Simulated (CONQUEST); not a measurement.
**RbBr under changes of volume**

One of the cells (40.248 Å³/atom); the others are scaled copies at fixed shape and fractional positions:

```xyz
4
Lattice="4.8465 0.0000 0.0000 0.0000 4.8465 0.0000 0.0000 0.0000 6.8540" Properties=species:S:1:pos:R:3 pbc="T T T"
Rb    0.0000    0.0000    0.0000
Rb    2.4233    2.4233    3.4270
Br    0.0000    0.0000    3.4270
Br    2.4233    2.4233    0.0000
```

```yaml
Program: CONQUEST 1.3
Functional: PBE
Potentials_or_basis: PseudoDojo NC PBE, DZP, grid of 48 × 48 × 64 points
k_mesh: 6 × 6 × 4
Occupations: fermi-dirac, width 0.05 eV
Spin: no spin polarisation
```

```csv
volume (Å³/atom),energy over the lowest point (meV/atom),pressure (GPa),gap on the mesh (eV)
37.833,?,?,?
38.638,20.54,1.7,4.55
39.443,12.93,1.3,4.49
40.248,7.11,1.0,4.43
41.053,3.18,0.6,4.38
41.858,0.82,0.3,4.32
42.663,0.00,0.0,4.27
```

Task: What does the run at 37.833 Å³/atom give?

Result: Energy over the lowest point 30.13 meV/atom; pressure 2.2 GPa; gap on the mesh 4.62 eV.

Worked out: A Birch-Murnaghan fit of order 3 (a polynomial in V^(-2/3)) to the other rows has its minimum at 42.71 Å³/atom, just outside them, with B0 = V·E''(V) = 15.0 GPa (rough, since the energies scatter). It gives 30.23 meV/atom at 37.833 Å³/atom, against the run's 30.13, and -dE/dV = 2.1 GPa, against 2.2. A straight line through the other rows of the gap, of slope -2.83 eV per unit of ln V, extrapolates to 4.61 eV, against the run's 4.62.

Energies are extrapolated to zero smearing.

Caveats: the basis of atomic orbitals isn't converged, which shifts pressures, moduli and gaps; the real-space grid breaks the cell's symmetry a little (some runs).

A mesh can miss the band edges. Spin-orbit coupling on Br, Rb is left out.
